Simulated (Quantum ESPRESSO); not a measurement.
# HgTe (Coloradoite) in Quantum ESPRESSO: the effect of target pressure

HgTe (Coloradoite):

```xyz
2
Lattice="0.0000 3.2145 3.2145 3.2145 0.0000 3.2145 3.2145 3.2145 0.0000" Properties=species:S:1:pos:R:3 pbc="T T T"
Hg    0.0000    0.0000    0.0000
Te    4.8217    4.8217    4.8217
```

Alike in all runs:

```yaml
Program: Quantum ESPRESSO 7.5
Task: relaxation of cell and atoms
Functional: PBE
Potentials_or_basis: SSSP 1.3 efficiency PBE
Cutoff: 939 eV
Density_cutoff: 6884 eV
k_mesh: 7 × 7 × 7
Occupations: fermi-dirac, width 0.05 eV
Spin: no spin polarisation
```

Each run relaxes the cell or the atoms first.

```tsv
target pressure	relaxed volume (Å³/atom)
0 GPa	36.84
2 GPa	35.03
5 GPa	33.07
10 GPa	30.78
20 GPa	?
30 GPa	26.01
```

Question: What does the run with target pressure 20 GPa give?

Answer: Relaxed volume 27.89 Å³/atom.

Worked out: In Murnaghan's law V^(-B') rises as a straight line in P. The other rows fit best with B' = 4.4, V0 = 36.82 Å³/atom and B0 = 37 GPa, which gives 27.86 Å³/atom at 20 GPa, against the run's 27.89.

Caveats: the volume moved by over 15 % at a fixed basis, so the end points are rough (some runs).
